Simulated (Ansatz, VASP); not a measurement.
# Sn in VASP and in Ansatz

INCAR

```
SYSTEM = Sn
ALGO = Normal ; EDIFF = 1E-7
ENCUT = 520 ; GGA = PS
ISIF = 2 ; ISMEAR = -1
LASPH = .True. ; LCHARG = .False.
LREAL = .False. ; LWAVE = .False.
NBANDS = 13 ; NELM = 60
PREC = Accurate ; SIGMA = 0.05
```

Contents of KPOINTS:

```
k-points
0
Gamma
  10 10 10
  0 0 0
```

The input POSCAR:

```
Sn
1.0
   -2.0155702798      2.0155702798      1.6496136136
    2.0155702798     -2.0155702798      1.6496136136
    2.0155702798      2.0155702798     -1.6496136136
Sn
1
Direct
    0.0000000000      0.0000000000      0.0000000000
```

File input.yaml:

```yaml
crystal:
  lattice:
    - [-2.0155702798, 2.0155702798, 1.6496136136]
    - [2.0155702798, -2.0155702798, 1.6496136136]
    - [2.0155702798, 2.0155702798, -1.6496136136]
  atoms:
    - { symbol: Sn, position: [0.0, 0.0, 0.0] }
hamiltonian:
  xc: pbesol
  pseudopotentials: { kind: paw }
kpoints:
  mp_grid: { grid: [10, 10, 10] }
scf:
  occupations: { method: fermi_dirac, width: 0.05 }
output:
  forces: true
  stress: true
  eigenvalues: true
```

Change from the starting cell: volume scaled by 0.98.

Alike in both runs: task single point; functional PBEsol; k mesh 10 × 10 × 10; occupations fermi-dirac, width 0.05 eV; no spin polarisation.

```csv
,VASP,Ansatz
version,VASP 6.6.1,Ansatz 0.2.0
potentials or method,"VASP PAW PBE potentials, release 64 (Sn_d)",Ansatz PAW
plane-wave cutoff (eV),520,420
valence electrons in the cell,14,14
```

```csv
,VASP,Ansatz,Ansatz less VASP
gap on the k mesh at the Fermi level (eV),none,none,-
pressure (GPa),-1.0,-1.0,+0.07
largest component of the traceless stress (GPa),0.91,0.91,+0.001
```

A gap of «none» marks a metal or a gap that the smearing closes. The functional is the same, so the differences come from potentials, cutoffs and numerics.

Caveats: the PAW data sets were made with another functional, which shifts forces and pressure a little (VASP); the PAW data sets come from PBE, with cores solved anew for the run's functional, which leaves a small shift of forces and pressure (Ansatz).
